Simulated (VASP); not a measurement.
Write the native input for VASP 6.6.1 that does the following.

```yaml
Task: single point
Functional: PBE
Dispersion: D3(BJ)
Potentials_or_basis: VASP PAW PBE potentials, release 64 (Si, O, H)
Cutoff: 450 eV
k_mesh: 1 × 1 × 1
Occupations: gaussian, width 0.02 eV
Spin: no spin polarisation
Further_INCAR_settings: ALGO = Normal; EDIFF = 1e-06; NBANDS = 236
```

The structure of Si12HO24 (a cell with a defect) lies in POSCAR:

```
Si12HO24
1.0
    9.8316000000      0.0000000000      0.0000000000
   -4.9158000000      8.5144153600      0.0000000000
    0.0000000000      0.0000000000     10.8182000000
Si O H
24 48 2
Direct
    0.2709099100      0.0094391800      0.1655027100
    0.9985581900      0.2592514300      0.3363694500
    0.2293313700      0.2350352900      0.9973888100
    0.2536999600      0.9943798200      0.6857301500
    0.9943088900      0.2605859300      0.8263963100
    0.2083269900      0.1946535800      0.5153311300
    0.2621491600      0.4975911800      0.1718615900
    0.0071092300      0.7712372900      0.3283148600
    0.2235410900      0.7272896200      0.0054956200
    0.2669434400      0.4925265000      0.6593211300
    0.9964925600      0.7555626100      0.8443723300
    0.2341662800      0.7379975200      0.4999615600
    0.7679183600      0.0027725800      0.1637768200
    0.5150453800      0.2909717700      0.3263891900
    0.7354828800      0.2356065700      0.9947544900
    0.7500254000      0.9945486100      0.6643177100
    0.4988791700      0.2694374300      0.8323993700
    0.7270726000      0.2340685100      0.4992150500
    0.7874783800      0.5096747300      0.1573528400
    0.5014811400      0.7712337700      0.3306460800
    0.7306058600      0.7321122000      0.9989357800
    0.7689976800      0.5017534200      0.6662599300
    0.4892422100      0.7549201000      0.8332459800
    0.7359702800      0.7334614600      0.4949275200
    0.0585994900      0.1851775900      0.4426589500
    0.2910020100      0.3666465000      0.1058264000
    0.1398598500      0.4267424900      0.2869976000
    0.2009835100      0.0720170000      0.0577487200
    0.4066298400      0.3704627500      0.3615348300
    0.4326514900      0.1539250100      0.2217404800
    0.0637104000      0.2018104000      0.9379856800
    0.2961209500      0.3602216000      0.5945064100
    0.1329963000      0.4206365700      0.7662825000
    0.1440959400      0.0534628100      0.6192837800
    0.3618947100      0.2974696100      0.8889306100
    0.4273668200      0.1382933600      0.7227606500
    0.0698422700      0.7005748600      0.4356703700
    0.2976032600      0.8725800500      0.1047948800
    0.1459163000      0.9395625000      0.2791979800
    0.1925934700      0.5656927500      0.0691771200
    0.3725483100      0.8040633200      0.3955902100
    0.4281822600      0.6421691300      0.2206537200
    0.0484628800      0.6811712500      0.9565332700
    0.2831508900      0.8721161200      0.6050312400
    0.1573768100      0.9148317700      0.8113722100
    0.2107464500      0.5753019700      0.5568150000
    0.3464649500      0.7730380600      0.8905284800
    0.4297587500      0.6246495600      0.7230592100
    0.5674995200      0.2199689900      0.4418414100
    0.8114747800      0.3713264800      0.0999751300
    0.6741022500      0.4415287100      0.2761049300
    0.7048024300      0.0708391800      0.0544039400
    0.8598764000      0.2853916600      0.3919929700
    0.9337635900      0.1388796900      0.2191445800
    0.5688786300      0.2097478700      0.9432799200
    0.7969424800      0.3651871000      0.6090898100
    0.6362505700      0.4334820500      0.7744881600
    0.6856066900      0.0652798700      0.5578710000
    0.8594873700      0.2928012300      0.8810256900
    0.9165469200      0.1276861800      0.7199152000
    0.5689396300      0.6934002000      0.4307230900
    0.7919415500      0.8629271600      0.1084292300
    0.6399768800      0.9359748100      0.2761740900
    0.7067804900      0.5682967600      0.0547796900
    0.8688771100      0.7964578400      0.3870153500
    0.9505596500      0.6538900700      0.2097545600
    0.5644435100      0.7011425300      0.9437322700
    0.7805881900      0.8618020400      0.6029322100
    0.6206643000      0.9221698500      0.7749832700
    0.7103227700      0.5713318500      0.5546426500
    0.8615482000      0.7938688900      0.8892565300
    0.9332905500      0.6387354700      0.7249986100
    0.4686794900      0.4825753500      0.3818611000
    0.2988123500      0.1307961000      0.4368520900
```

These files were run (other wordings do the same):

INCAR

```
SYSTEM = Si12HO24
PREC = Accurate ; ENCUT = 450
EDIFF = 1E-6 ; ISMEAR = 0
SIGMA = 0.02 ; LREAL = .False.
LASPH = .True. ; NELM = 80
ALGO = Normal ; ISIF = 2
LWAVE = .False. ; LCHARG = .False.
GGA = PE ; IVDW = 12
NBANDS = 236
```

KPOINTS

```
Automatic mesh
0
Gamma
  1 1 1
  0 0 0
```

Potentials or basis: VASP PAW PBE potentials, release 64 (Si, O, H).

The run is started by

```sh
$ cat potpaw_PBE.64/Si/POTCAR potpaw_PBE.64/O/POTCAR potpaw_PBE.64/H/POTCAR > POTCAR
$ mpirun -np 1 vasp_std > vasp.out
```

It gave:

| Quantity | Value |
| --- | --- |
| Largest force | 1.599 eV/Å |
| Band gap on the k mesh | 5.20 eV, direct |
| Dispersion energy per atom | -0.142 eV |

Wall time 6.6 min on 1 thread of Intel(R) Xeon(R) Platinum 8488C (Sapphire Rapids), on a shared host, peak memory 0.83 GiB.
